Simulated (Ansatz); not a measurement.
# 1T-VBrI bilayer (AB) in a perpendicular field

Wanted: the out-of-plane response of the 1T-VBrI bilayer (AB). A positive field points along +c.

Program: Ansatz 0.2.0. Level of theory: plane-wave DFT, PBE-D3(BJ), Ansatz PAW. Results are calculated unless marked as measured.

Most raw output is cut from this account.

**1. The starting structure**

The cell holds 6 atoms: 2 I, 2 V and 2 Br. Its edges and angles: a = 3.908 Å, b = 3.908 Å, c = 50.246 Å, α = 90.0°, β = 90.0°, γ = 120.0°. Regions: layer 1: 1T-VBrI, 3 atoms (1 I, 1 V and 1 Br); layer 2: 1T-VBrI, 3 atoms (1 I, 1 V and 1 Br). Vacuum lies along c.

**2. Relaxation**

The starting cell is a guess, so the in-plane lattice and the atoms are relaxed first, with the slab cut off from its images along the normal.

Input file input.yaml:

```yaml
crystal:
  lattice:
    - [3.9076655, 0.0, 0.0]
    - [-1.95383275, 3.3841375925, 0.0]
    - [0.0, 0.0, 50.2457621734]
  atoms:
    - { symbol: I, position: [0.6666666667, 0.3333333333, 0.404014172] }
    - { symbol: V, position: [0.0, 0.0, 0.4391102492], spin: 1.0 }
    - { symbol: Br, position: [0.3333333333, 0.6666666667, 0.4676589641] }
    - { symbol: I, position: [0.0, 0.0, 0.5323410359] }
    - { symbol: V, position: [0.3333333333, 0.6666666667, 0.5674371131], spin: 1.0 }
    - { symbol: Br, position: [0.6666666667, 0.3333333333, 0.595985828] }
  periodic: [true, true, false]
magnetization:
  spin_polarized: true
kpoints:
  mp_grid: { grid: [12, 12, 1] }
hamiltonian:
  xc: pbe
  dispersion: d3bj
scf:
  occupations: { method: fermi_dirac, width: 0.05 }
  convergence: { dr2_threshold: 1.0e-09 }
relax:
  f_tol: 0.004
  max_steps: 90
  cell: {}
output:
  write_potential: true
  write_density: true
  volumetric_format: npy
```

The run is started by

```bash
$ ansatz run input.yaml --threads 4 --pin off --max-ram 6144MiB --backend cpu --events-out ev --progress --plain --runs-dir out
```

Run time: 5.7 min. Hardware: 4 threads of Arm Neoverse V1, shared host; peak memory 1.9 GiB.

Step by step:

```csv
step,energy less that of the first step (eV),largest force component (eV/Å),volume (Å³)
1,0.0000,0.5969,664.45
2,-0.0247,0.4977,671.76
3,-0.0803,0.1001,667.55
4,-0.0812,0.0550,667.39
5,-0.0816,0.0012,667.45
6,-0.0816,0.0006,667.63
7*,-0.0817,0.0006,667.63
```

Relaxation steps marked * repeat the geometry before them on a plane-wave basis chosen anew for their cell, so energy and pressure can jump there.

Forces are held to the 6 operations that the run works with; a distortion that breaks them can't arise in this run.

```csv
cell as run,before,after,change
a (Å),3.908,3.917,+0.2 %
b (Å),3.908,3.917,+0.2 %
```

The atoms that moved most (Å, along periodic axes as changes of fractional coordinates times the final cell, across vacuum about the mean position):

```csv
atom,dx,dy,dz,length
I1,0.000,0.000,0.146,0.146
Br6,0.000,0.000,-0.115,0.115
V5,0.000,0.000,-0.082,0.082
I4,0.000,0.000,0.047,0.047
V2,0.000,0.000,0.025,0.025
Br3,0.000,0.000,-0.021,0.021
```

Final coordinates:

```xyz
6
Lattice="3.9170 0.0000 0.0000 -1.9585 3.3922 0.0000 0.0000 0.0000 50.2458" Properties=species:S:1:pos:R:3
I     1.9585    1.1307   20.4463
V     0.0000    0.0000   22.0885
Br    0.0000    2.2615   23.4772
I     0.0000    0.0000   26.7949
V     0.0000    2.2615   28.4290
Br    1.9585    1.1307   29.8303
```

Numbers from this step:

```yaml
total_moment: 6.000 μB
site_moments: -0.03138, 2.546, -0.01479, -0.03184, 2.549, -0.01425 μB
```

Site moment by atom:

```csv
atom,site moment (μB)
I1,-0.03
V2,2.55
Br3,-0.01
I4,-0.03
V5,2.55
Br6,-0.01
```

The lattice constant a goes from 3.908 to 3.917 Å.

**3. Single point, field 0**

A sawtooth potential applies the field, turning back in the middle of the vacuum. With the dipole correction the typed value is the field outside the slab. The induced dipole is small, so the SCF threshold is tight.

The cell differs from the one that the last finished run ended in (c 50.246 → 27.384 Å).

Input file input.yaml:

```yaml
crystal:
  lattice:
    - [3.9169856623, 0.0, 0.0]
    - [-1.9584928311, 3.3922090898, 0.0]
    - [0.0, 0.0, 27.3840289355]
  atoms:
    - { symbol: I, position: [0.6666666667, 0.3333333333, 0.3286587237], spin: -0.03 }
    - { symbol: V, position: [0.0, 0.0, 0.3886276415], spin: 2.55 }
    - { symbol: Br, position: [0.3333333333, 0.6666666667, 0.4393398254], spin: -0.01 }
    - { symbol: I, position: [0.0, 0.0, 0.5604953567], spin: -0.03 }
    - { symbol: V, position: [0.3333333333, 0.6666666667, 0.6201678036], spin: 2.55 }
    - { symbol: Br, position: [0.6666666667, 0.3333333333, 0.6713412763], spin: -0.01 }
magnetization:
  spin_polarized: true
kpoints:
  mp_grid: { grid: [12, 12, 1] }
  band_path:
    path: [[0, 0, 0], [0.5, 0, 0], [0.33333333, 0.33333333, 0], [0, 0, 0]]
    npoints: 16
hamiltonian:
  xc: pbe
  dispersion: d3bj
scf:
  occupations: { method: fermi_dirac, width: 0.02585 }
  convergence: { dr2_threshold: 1.0e-10 }
efield:
  axis: 3
  dipole_correction: true
  ramp_position: 0.97
  ramp_width: 0.06
  amplitude: 0
output:
  dos: { projected: true, e_range: [-6, 5] }
  bader: true
  write_potential: true
  write_density: true
  volumetric_format: npy
  elf: true
```

Elapsed: 77 s, on 4 threads; peak memory 1.3 GiB; 5 min of CPU time.

This step gave:

| Item | Value |
| --- | --- |
| dipole along the normal | -0.05205 e·Å |
| gap along the path | 0.8811 eV |
| step between the vacuum levels | 0.7088 eV |
| ionisation energy, upper face | 4.658 eV |
| electron affinity, upper face | 3.777 eV |
| ionisation energy, lower face | 3.949 eV |
| gap, the smaller of path and mesh | 0.8811 eV |

Running mean over a fixed 2.7 Å (it still follows the layers) of the planar mean; the ramp of the sawtooth is left out. The electron's electrostatic potential energy less the Fermi level by z:

```csv
z (Å),electron's electrostatic potential energy less the Fermi level (eV)
3.5,3.49
4.0,3.49
4.5,3.49
5.0,3.49
5.5,3.48
6.0,3.44
6.5,3.24
7.0,2.46
7.5,1.16
8.0,-0.179
8.5,-1.72
9.0,-3.30
9.5,-4.63
10.0,-5.23
10.5,-6.13
11.0,-7.06
11.5,-6.71
12.0,-5.19
12.5,-3.46
13.0,-1.78
13.5,-0.280
14.0,0.361
14.5,-0.470
15.0,-1.92
15.5,-3.47
16.0,-4.57
16.5,-5.09
17.0,-6.11
17.5,-6.74
18.0,-5.91
18.5,-4.23
19.0,-2.43
19.5,-0.281
20.0,2.23
20.5,3.75
21.0,4.11
21.5,4.18
22.0,4.20
22.5,4.20
23.0,4.20
23.5,4.20
24.0,4.20
```

The density of states has structure finer than the step of the table below, so its rows give means over 0.2 eV, whole bins alone (the curve runs from -6 to 2.41 eV). Peaks (eV: height): total -4.18: 11.8, -3.74: 11.7, -3.57: 11.4, -0.84: 14.0, -0.51: 17.3, 0.86: 12.9, 1.91: 11.8; up -0.98: 9.40, -0.93: 10.1, -0.84: 14.0, -0.57: 9.75, -0.51: 17.3, 0.48: 8.87, 0.86: 11.7; down -4.18: 9.08, -3.57: 7.64, 1.44: 10.2, 1.61: 8.04, 1.77: 8.28, 1.91: 11.8, 2.08: 10.6.

The density of states by energy, zero at the Fermi level of the run, which the smearing sets inside the gap; means over each step; values in states/eV a cell:

```csv
energy (eV),total,up,down
-5.8,7.95,3.56,4.39
-5.6,5.96,2.86,3.10
-5.4,5.73,2.34,3.38
-5.2,4.25,2.00,2.25
-5.0,4.83,2.69,2.14
-4.8,8.63,5.50,3.13
-4.6,8.71,3.20,5.51
-4.4,8.06,4.92,3.14
-4.2,9.27,4.11,5.16
-4.0,7.79,3.22,4.57
-3.8,7.89,4.07,3.81
-3.6,8.09,3.92,4.17
-3.4,6.77,2.87,3.90
-3.2,4.57,1.91,2.66
-3.0,3.55,1.51,2.04
-2.8,1.87,0.727,1.14
-2.6,0.757,0.286,0.470
-2.4,0.226,0.0340,0.192
-2.2,0,0,0
-2.0,0,0,0
-1.8,0,0,0
-1.6,1.03,1.03,0
-1.4,3.20,3.20,0
-1.2,3.42,3.42,0
-1.0,6.63,6.63,0
-0.8,5.17,5.17,0
-0.6,6.19,6.19,0
-0.4,3.15,3.15,0
-0.2,0,0,0
0.0,0,0,0
0.2,0,0,0
0.4,1.76,1.76,0
0.6,3.60,2.95,0.657
0.8,7.09,6.00,1.09
1.0,7.04,4.23,2.81
1.2,6.12,3.37,2.75
1.4,5.69,1.50,4.19
1.6,6.45,0,6.45
1.8,7.25,0,7.25
2.0,9.24,0.0168,9.23
2.2,8.41,0.104,8.30
```

Projected DOS per atom over height of the atomic layer and energy from the Fermi level. Layers: I V Br I V Br from below.

Values in states/eV, 22 rows by 6 columns, each cell a mean:
```
0.16 2.16 0.15 0.24 3.98 0.20
0.22 3.83 0.20 0.15 3.09 0.14
0.16 2.90 0.11 0.14 2.01 0.10
0.17 2.25 0.13 0.43 3.06 0.32
0.44 3.02 0.33 0.16 1.14 0.14
0.12 0.84 0.10 0.00 0.04 0.01
0.00 0.00 0.00 0.00 0.00 0.00
0.00 0.01 0.00 0.13 3.45 0.11
0.16 3.87 0.13 0.10 2.17 0.09
0.09 2.10 0.08 0.05 1.52 0.06
0.04 1.17 0.05 0.00 0.01 0.00
0.00 0.00 0.00 0.00 0.00 0.00
0.00 0.00 0.00 0.15 0.01 0.03
0.29 0.03 0.09 0.79 0.10 0.22
0.81 0.13 0.28 1.94 0.23 0.74
2.01 0.27 0.76 3.10 0.50 0.78
3.03 0.47 0.94 1.66 0.39 1.19
1.73 0.38 0.81 1.50 0.77 3.84
1.59 0.74 3.80 0.50 0.28 1.85
0.65 0.29 1.64 0.61 0.23 1.37
0.56 0.17 0.97 1.56 0.35 2.07
1.69 0.39 2.50 1.19 0.47 1.31
```
Columns: height of the atomic layer (Å) from 9 to 18.4 (not evenly spaced); rows upwards: energy from the Fermi level (eV) from -5.96 to 2.41.

Projected DOS per atom, spin up over height of the atomic layer and energy from the Fermi level. Layers: I V Br I V Br from below.

Ten even steps from '_' (0.00 states/eV) to '@' (3.87 states/eV), each cell a mean:
```
____________
____________
________..__
__..__..++__
..++____::__
__::________
____________
________%%__
__@@____++__
__++____--__
__--________
____________
____________
____________
______..____
::____--__..
--__..::____
::____::..==
....==____::
..__::____..
____....__::
..__::..__..
```
Columns: height of the atomic layer (Å) from 9 to 18.4 (not evenly spaced); rows upwards: energy from the Fermi level (eV) from -5.96 to 2.41.

Projected DOS per atom, spin down over height of the atomic layer and energy from the Fermi level. Layers: I V Br I V Br from below.

Values in states/eV, 22 rows by 6 columns, each cell a mean:
```
0.15 2.13 0.14 0.24 3.97 0.20
0.22 3.83 0.20 0.15 3.09 0.14
0.16 2.88 0.11 0.04 1.43 0.03
0.04 1.50 0.02 0.02 0.95 0.02
0.01 0.77 0.02 0.00 0.04 0.00
0.00 0.02 0.00 0.00 0.00 0.00
0.00 0.00 0.00 0.00 0.00 0.00
0.00 0.00 0.00 0.00 0.00 0.00
0.00 0.00 0.00 0.00 0.00 0.00
0.00 0.00 0.00 0.00 0.00 0.00
0.00 0.00 0.00 0.00 0.00 0.00
0.00 0.00 0.00 0.00 0.00 0.00
0.00 0.00 0.00 0.11 0.01 0.02
0.21 0.02 0.06 0.49 0.04 0.12
0.49 0.06 0.16 1.17 0.11 0.40
1.22 0.13 0.42 1.65 0.21 0.37
1.59 0.19 0.48 0.74 0.16 0.83
0.73 0.14 0.47 0.65 0.27 1.97
0.84 0.29 2.12 0.24 0.10 0.90
0.21 0.08 0.68 0.38 0.10 0.72
0.33 0.08 0.53 0.87 0.19 1.14
0.97 0.22 1.46 0.57 0.20 0.56
```
Columns: height of the atomic layer (Å) from 9 to 18.4 (not evenly spaced); rows upwards: energy from the Fermi level (eV) from -5.96 to 2.41.

Deep bands are left out, so band numbers here count from the lowest band kept and differ from the log's. Electronic bands along the path, in eV, zero at the Fermi level of the run, which the smearing sets inside the gap; # counts the bands kept:

```csv
point,up #17,up #18,up #19,up #20,down #13,down #14,down #15,down #16
Γ,-1.06,-0.80,0.91,0.91,1.08,1.08,1.38,1.42
halfway,-0.65,-0.47,0.46,0.80,0.82,1.17,1.59,1.71
M,-0.56,-0.52,0.87,1.01,0.53,0.90,1.73,1.92
halfway,-0.59,-0.51,0.57,0.88,1.00,1.37,1.59,1.84
K,-0.61,-0.48,0.49,0.76,1.49,1.66,1.68,1.82
halfway,-0.70,-0.46,0.49,0.66,1.21,1.35,1.52,1.63
Γ,-1.06,-0.80,0.91,0.91,1.08,1.08,1.38,1.42
```

Spin density in the ca plane at fractional y = 0.000, with atoms of V and I within 0.2 Å of it.

Values in e/Å³, 6 rows by 16 columns, each cell a mean:
```
0.0 0.0 0.0 0.0 0.0 0.0 0.2 1.2 0.2 0.0 0.0 0.0 0.0 0.0 0.0 0.0
0.0 0.0 0.0 0.0 0.0 0.0 0.0 0.1 0.0 0.0 0.0 0.0 0.0 0.0 0.0 0.0
0.0 0.0 0.0 0.0 0.0 0.0 0.0 0.0 0.0 0.0 0.0 0.0 0.0 0.1 0.0 0.0
0.0 0.0 0.0 0.0 0.0 0.0 0.0 0.0 0.0 0.0 0.0 0.0 0.0 0.1 0.0 0.0
0.0 0.0 0.0 0.0 0.0 0.0 0.0 0.3 0.1 0.0 0.0 0.0 0.0 0.0 0.0 0.0
0.0 0.0 0.0 0.0 0.0 0.0 0.2 1.8 0.3 0.0 0.0 0.0 0.0 0.0 0.0 0.0
```
Columns run along c (16.0 Å, from fractional 0.12 to 0.71 of the cell), rows up along a (3.9 Å). Atoms in or near the plane, at fractional coordinates: V at (0.39, 0.00), I at (0.56, 0.00).

Valence density in the ca plane at fractional y = 0.000, with atoms of V and I within 0.2 Å of it. It is the smooth field of the valence electrons, not physical close to the nuclei.

Values in units of 1e0 e/Å³, 6 rows by 16 columns, each cell a mean:
```
0.0 0.0 0.0 0.0 0.0 0.1 0.5 6.1 0.7 0.0 0.1 2.0 6.4 0.4 0.1 0.0
0.0 0.0 0.0 0.0 0.0 0.2 0.2 0.4 0.2 0.1 0.0 0.3 0.6 0.2 0.1 0.1
0.0 0.0 0.0 0.0 0.1 0.3 0.3 0.1 0.3 0.2 0.0 0.1 0.1 0.2 0.3 0.3
0.0 0.0 0.0 0.0 0.0 0.3 0.3 0.1 0.2 0.2 0.0 0.1 0.2 0.2 0.2 0.3
0.0 0.0 0.0 0.0 0.0 0.1 0.2 1.0 0.2 0.1 0.1 0.5 1.1 0.2 0.1 0.1
0.0 0.0 0.0 0.0 0.0 0.0 0.7 9.3 1.1 0.0 0.1 2.9 9.6 0.4 0.0 0.0
```
Columns run along c (16.0 Å, from fractional 0.12 to 0.71 of the cell), rows up along a (3.9 Å). Atoms in or near the plane, at fractional coordinates: V at (0.39, 0.00), I at (0.56, 0.00).

ELF in the ca plane at fractional y = 0.000, with atoms of V and I within 0.2 Å of it. It is the smooth field of the valence electrons, not physical close to the nuclei.

Ten even steps from '0' (0.00) to '9' (0.77), each cell a mean:
```
00000000000000000001125999621000299843368620
00000000000000000123321475212100179976788511
00000000000000013567763121246531028998996212
00000000000000146899986312589873002566642113
00000000000001257998887313799985000011222213
00000000000000247999887312699984000233322113
00000000000000125788885211478751015888874112
00000000000000001345541242124310059988897411
00000000000000000012213798411100289864578620
00000000000000000001127999831000399735267620
```
Columns run along c (16.0 Å, from fractional 0.07 to 0.65 of the cell), rows up along a (3.9 Å). Atoms in or near the plane, at fractional coordinates: V at (0.39, 0.00), I at (0.56, 0.00).

The gap is 0.88 eV, with the valence edge 4.66 eV and the conduction edge 3.78 eV under the upper vacuum level. Spin-orbit coupling, left out in this run, matters for the bands of elements this heavy.

**4. Single point, field 0.1 V/Å**

Changes to input.yaml since step 3:

```diff
@@ -28,8 +28,6 @@
   dipole_correction: true
-  ramp_position: 0.97
-  ramp_width: 0.06
-  amplitude: 0
+  ramp_position: 0.9598
+  ramp_width: 0.0734
+  amplitude: 0.1
 output:
-  dos: { projected: true, e_range: [-6, 5] }
-  bader: true
   write_potential: true
@@ -37,2 +35 @@
   volumetric_format: npy
-  elf: true
```

The job ended after 67 s (4 threads; peak memory 1.2 GiB).

The dipole is 0.0203 e·Å, 0.0724 e·Å from its value without field, and the gap 0.747 eV.

**5. Atoms held, field -0.1 V/Å**

Changes to input.yaml since step 4:

```diff
@@ -30,3 +30,3 @@
   ramp_width: 0.0734
-  amplitude: 0.1
+  amplitude: -0.1
 output:
```

Elapsed: 66 s, on 4 threads; peak memory 1.2 GiB; 4.3 min of CPU time.

The dipole is -0.124 e·Å, -0.0720 e·Å from its value without field, and the gap 1.013 eV.

**6. Single point, field 0.2 V/Å**

Changes to input.yaml since step 5:

```diff
@@ -30,3 +30,3 @@
   ramp_width: 0.0734
-  amplitude: -0.1
+  amplitude: 0.2
 output:
```

Elapsed: 69 s, on 4 threads; peak memory 1.2 GiB; 4.4 min of CPU time.

The dipole is 0.0932 e·Å, 0.145 e·Å from its value without field, and the gap 0.617 eV.

**7. Single point, field -0.2 V/Å**

Changes to input.yaml since step 6:

```diff
@@ -30,3 +30,3 @@
   ramp_width: 0.0734
-  amplitude: 0.2
+  amplitude: -0.2
 output:
```

It took 64 s on 4 threads; peak memory 1.2 GiB.

The dipole is -0.196 e·Å, -0.144 e·Å from its value without field, and the gap 1.120 eV.

**8. Single point, field 0.35 V/Å**

Changes to input.yaml since step 7:

```diff
@@ -28,6 +28,8 @@
   dipole_correction: true
-  ramp_position: 0.9598
-  ramp_width: 0.0734
-  amplitude: -0.2
+  ramp_position: 0.9384
+  ramp_width: 0.1162
+  amplitude: 0.35
 output:
+  dos: { projected: true, e_range: [-6, 5] }
+  bader: true
   write_potential: true
@@ -35 +37,2 @@
   volumetric_format: npy
+  elf: true
```

It took 76 s on 4 threads; peak memory 1.3 GiB; 5 min of CPU time.

The dipole is 0.204 e·Å, 0.256 e·Å from its value without field, and the gap 0.441 eV.

**9. Response, atoms held**

This step: plane-wave DFT, PBE-D3(BJ), Ansatz PAW; response to a field along the normal, atoms held (Ansatz 0.2.0).

The dipoles give the slope, and the difference of two potentials shows where the field is screened.

Numbers from this step:

```
equivalent conductor thickness p/(ε₀AE) : 9.832 Å
distance between the outer atoms        : 9.384 Å
```

The dipole of the cell by applied field:

```csv
applied field (V/Å),dipole of the cell (e·Å)
-0.200,-0.196
-0.100,-0.124
0.000,-0.0520
0.100,0.0203
0.200,0.0932
0.350,0.204
```

The total moment stays at 6 μB for applied field from -0.2 to 0.35 V/Å.

Local field over the applied field, running mean. From the potentials at -0.1 and 0.1 V/Å; running mean over 2.5 Å. Table of local field over applied field by z:

z (Å), local field over applied field and a bar from the least value:
```
      4.5      0.998 ##############################
      5.0      0.994 ##############################
      5.5      0.983 #############################
      6.0      0.955 ############################
      6.5      0.888 ##########################
      7.0      0.767 ######################
      7.5      0.606 #################
      8.0      0.430 ###########
      8.5      0.266 #####
      9.0      0.153 ##
      9.5      0.113 
     10.0      0.110 
     10.5      0.115 
     11.0      0.133 #
     11.5      0.161 ##
     12.0      0.210 ###
     12.5      0.287 ######
     13.0      0.364 #########
     13.5      0.395 ##########
     14.0      0.373 #########
     14.5      0.295 ######
     15.0      0.194 ###
     15.5      0.125 #
     16.0      0.107 
     16.5      0.111 
     17.0      0.122 #
     17.5      0.147 #
     18.0      0.185 ###
     18.5      0.267 #####
     19.0      0.402 ##########
     19.5      0.569 ################
     20.0      0.732 #####################
     20.5      0.865 #########################
     21.0      0.945 ############################
     21.5      0.980 #############################
     22.0      0.993 ##############################
     22.5      0.998 ##############################
     23.0      0.999 ##############################
```

(Continued in part 2 of 2.)

[Logs are printed without paths, hosts, clocks, repeated set-up lines and the standing remarks that a program may print on its own settings, such as how far it seeks lower states.]

[Hosts, paths, dates, database ids (printed as entryN), source tags and the programs' standing remarks are cut or masked in the printed files.]

[Maps of the electrostatic potential energy from Ansatz leave out the sawtooth potential of an applied field or a dipole correction, so their vacuum need not be flat; planar profiles and work functions include it.]

[The density of states shown here was stored with 400 of the rows of the run's finer table, so its peaks can read low, often by over a quarter, or be missed, and its means over a window can be off by a tenth or more.]
